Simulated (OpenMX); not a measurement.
Runs of OpenMX 3.8.5 on ZrO2. The structure is tetragonal, space group P4_2/nmc (No. 137). The conventional cell has a = 3.596 Å, b = 3.596 Å, c = 5.177 Å, α = 90.00°, β = 90.00°, γ = 90.00°. Around Zr (site symmetry -4m2) lie 8 O at 2.08 to 2.37 Å. Around O (site symmetry 2mm) lie 4 Zr at 2.08 to 2.37 Å. 

| spin | k mesh | SCF threshold | gap on the mesh (eV) | moment (μB) | largest force (eV/Å) |
| --- | --- | --- | --- | --- | --- |
| non-collinear, zero start, SOC | 5 × 5 × 5 | 1e-07 Ha | (a) | 0.00 | 0.03 |
| non-collinear, zero start, SOC | 5 × 5 × 3 | 1e-07 Ha | 3.60 | 0.00 | 0.03 |
| off | 7 × 7 × 5 | 1e-08 Ha | 3.61 | - | 0.03 |
| non-collinear, zero start | 5 × 5 × 3 | 1e-07 Ha | 3.61 | 0.00 | 0.03 |

Alike in all rows: task band structure; level PBE; potentials or basis OpenMX 2013 PBE set, Zr7.0-s3p2d2, O6.0-s2p2d1, grid cutoff 400 Ry; cell as given; smearing fermi-dirac 0.05 eV.

Problem. Estimate the missing entries.

Solution. (a) 3.59.

Caveats: the basis of atomic orbitals isn't converged, which shifts pressures, moduli and gaps; total energies with and without spin-orbit coupling shouldn't be compared in this program (some runs).

A k mesh can miss the band edges, and rows without SOC leave out spin-orbit coupling on Zr.
